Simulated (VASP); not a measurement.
Runs of VASP 6.6.1 on ZnSe (Stilleite). Symmetry: F-43m, No. 216, cubic system. Conventional cell: a = 5.668 Å, b = 5.668 Å, c = 5.668 Å, α = 90.00°, β = 90.00°, γ = 90.00°. Se (site symmetry -43m) has 4 Zn at 2.45 Å as nearest neighbours. Zn (site symmetry -43m) is surrounded by 4 Se at 2.45 Å. 

```csv
task,level,potentials or basis,spin,cell,k mesh,cutoff (eV),smearing,gap on the mesh (eV),pressure (GPa),relaxed volume (Å³/atom)
relaxation of cell and atoms,PBEsol,"VASP PAW PBE potentials, release 64 (Se, Zn)",off,relaxed,8 × 8 × 8,600,fermi-dirac 0.05 eV,1.23,0.0,(c)
band structure,PBEsol,"VASP PAW PBE potentials, release 64 (Se, Zn)",off,as given,8 × 8 × 8,520,fermi-dirac 0.05 eV,1.17,-,-
band structure,LDA,"VASP PAW LDA potentials, release 64 (Se, Zn)",off,as given,8 × 8 × 8,520,fermi-dirac 0.05 eV,1.07,-,-
band structure,PBE,"VASP PAW PBE potentials, release 64 (Se, Zn)",off,as given,8 × 8 × 8,520,fermi-dirac 0.05 eV,1.29,2.3,-
band structure,PBE,"VASP PAW PBE potentials, release 64 (Se, Zn)","SOC, no magnetisation",as given,6 × 6 × 6,520,fermi-dirac 0.05 eV,-,2.4,-
single point,PBE,"VASP PAW PBE potentials, release 64 (Se, Zn)",off,as given,8 × 8 × 8,520,gaussian 0.011 eV,1.29,2.4,-
relaxation of cell and atoms,PBE,"VASP PAW PBE potentials, release 64 (Se, Zn)",off,relaxed,8 × 8 × 8,600,fermi-dirac 0.05 eV,(b),0.0,23.65
relaxation of cell and atoms,LDA,"VASP PAW LDA potentials, release 64 (Se, Zn)",off,relaxed,8 × 8 × 8,600,fermi-dirac 0.05 eV,(a),0.0,21.64
```

Problem. Estimate the missing entries.

Solution. (a) 1.28; (b) 1.14; (c) 22.44.

Caveats: the PAW data sets were made with another functional, which shifts forces and pressure a little (some runs).

A k mesh can miss the band edges, and rows without SOC leave out spin-orbit coupling on Se.
